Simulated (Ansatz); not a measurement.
A 2-atom cell of GaN started from a crystallographic database was put through Ansatz (plane waves). The cell was relaxed beforehand with r2SCAN.

The cell:
```xyz
2
Lattice="0.0000 2.1085 2.1085 2.1085 0.0000 2.1085 2.1085 2.1085 0.0000" Properties=species:S:1:pos:R:3 pbc="T T T"
Ga    2.1085    2.1085    2.1085
N     0.0000    0.0000    0.0000
```

The output, standing remarks left out:
```
Pseudopotential: Ga, nc, valence charge 13, recommended cutoff 1088.45545 eV (normal)
Pseudopotential: N, nc, valence charge 5, recommended cutoff 1240 eV (normal)
Functional definition: PBE
Crystal: 2 atoms, lattice volume = 18.748 Å³
Basis set: ecut = 1240 eV, 1837 PW (Γ)
Bands: 13, of which v1, the nominal top of the filled ones, is band 9 counted from 1 (8 counted from 0)
Symmetry: 48 space group operations
Space group: Fm-3m (ITA 225)
k-points: 16 of 216
Free energy (F): -2375.370344 eV
Fermi energy:    14.485388 eV
--- G₀W₀: contour deformation, 7 samples at zero and on the imaginary axis and 3 off it, 216 q-points, 70 empty bands' worth ---
    ik  band        ε_KS         Σx   Σc(E_QP)       V_xc       Z   E_QP_lin       E_QP  E_QP is
     0     8     13.9635   -21.5193     3.0485   -18.1257  0.7680    13.6171    13.6183  root
     0     9     13.9635   -21.5193     3.0485   -18.1257  0.7680    13.6171    13.6183  root
     0    10     16.7920   -14.0215    -4.0111   -18.6829  0.7991    17.4452    17.4424  root
     0    11     29.1134    -8.3677    -5.7195   -14.5099  0.8036    29.5380    29.5361  root
     1     8     14.0247   -22.0179     3.0737   -18.5765  0.7690    13.6556    13.6570  root
     1     9     14.0247   -22.0179     3.0737   -18.5765  0.7690    13.6556    13.6570  root
     1    10     18.6464   -13.5436    -4.3413   -18.5804  0.7895    19.3459    19.3418  root
     1    11     25.2982    -8.1363    -5.9055   -14.5500  0.7897    25.8093    25.8063  root
     2     8     14.1925   -23.0560     3.1104   -19.5391  0.7713    13.7844    13.7859  root
     2     9     14.1925   -23.0560     3.1104   -19.5391  0.7713    13.7844    13.7859  root
     2    10     19.5076   -10.5730    -4.7179   -15.7926  0.8040    20.0114    20.0092  root
     2    11     23.8411   -10.8729    -6.5115   -18.2868  0.7520    24.7464    24.7435  root
     3     8     14.3043   -23.6311     3.1271   -20.0812  0.7724    13.8799    13.8816  root
     3     9     14.3043   -23.6311     3.1271   -20.0812  0.7724    13.8799    13.8816  root
     3    10     19.2005    -9.2859    -4.6422   -14.3218  0.8139    19.5954    19.5941  root
     3    11     23.5991    -8.3753    -5.5272   -14.4015  0.8075    24.1004    24.0981  root
     5     8     13.0112   -21.8533     3.3291   -18.0463  0.7652    12.5306    12.5333  root
     5     9     13.1351   -22.3939     3.2661   -18.6331  0.7676    12.6375    12.6404  root
     5    10     19.8787   -12.3143    -4.9405   -17.9832  0.7900    20.6125    20.6071  root
     5    11     22.6878    -9.2270    -5.5036   -15.2900  0.7928    23.2500    23.2471  root
     7     8     11.8065   -22.0251     3.6030   -17.8293  0.7579    11.2082    11.2137  root
     7     9     14.1492   -23.3093     3.1135   -19.7616  0.7725    13.7132    13.7150  root
     7    10     20.8121    -9.0879    -5.0517   -14.6051  0.8068    21.2795    21.2775  root
     7    11     21.7337   -12.0504    -5.6202   -18.5160  0.7716    22.5874    22.5791  root
     8     8     12.4078   -21.5462     3.4781   -17.5432  0.7602    11.8792    11.8829  root
     8     9     14.4854   -22.9936     3.0156   -19.6140  0.7717    14.1202    14.1214  root
     8    10     20.3130   -12.7694    -4.9866   -18.5240  0.7777    21.0868    21.0809  root
     8    11     23.7320    -9.1953    -5.9401   -15.7558  0.7876    24.3548    24.3524  root
    10     8     10.3689   -20.9121     3.7643   -16.5538  0.7455     9.7699     9.7749  root
    10     9     12.0014   -21.3194     3.5190   -17.2613  0.7581    11.4581    11.4622  root
    10    10     17.0476   -11.9325    -4.2513   -16.7428  0.8126    17.6086    17.6065  root
    10    11     23.1211    -9.2152    -5.1837   -14.8285  0.8021    23.5521    23.5506  root
    12     8     11.4128   -20.7139     3.6305   -16.5428  0.7517    10.8678    10.8722  root
    12     9     11.4128   -20.7139     3.6305   -16.5428  0.7517    10.8678    10.8722  root
    12    10     15.1000   -11.9947    -4.0024   -16.5084  0.8206    15.6127    15.6113  root
    12    11     22.2762    -9.1523    -4.7219   -14.0778  0.8222    22.4801    22.4797  root
```

The points are ik 0 = (0, 0, 0) (Γ), ik 1 = (0, 0, 1/6), ik 2 = (0, 0, 1/3), ik 3 = (0, 0, -1/2), ik 5 = (0, 1/6, 1/3), ik 7 = (0, 1/6, -1/3), ik 8 = (0, 1/6, -1/6), ik 10 = (0, 1/3, -1/2), ik 12 = (0, -1/2, -1/2); band 9 is the last filled one.

Question: What input produced it? Give the YAML.

Answer:
```yaml
crystal:
  # lattice and atoms as above
kpoints:
  mp_grid: { grid: [6, 6, 6] }
hamiltonian:
  xc: pbe
  pseudopotentials: { kind: nc }
scf:
  occupations: { method: fixed }
gw:
  n_empty_bands: 70
  ecut_chi: 140
  qp_bands: [v2, c2]
  qp_kpoints: band_edges
  screening: { model: contour_deformation }
```
The quasiparticle table needs the gw block. This is the file that was run; thresholds and some counts can't be read off the log exactly.

Command: `ansatz run input.yaml --threads 2 --pin off --max-ram 3686MiB --backend cpu --events-out ev --progress --plain --runs-dir out`. It took 33 s on 2 threads of Arm Neoverse V2, with other jobs on the host; peak host memory 0.32 GiB.

(Simulation; spin polarisation is off.)

For so narrow a gap this mesh doesn't settle the screening, and the bands and cutoff are finite.
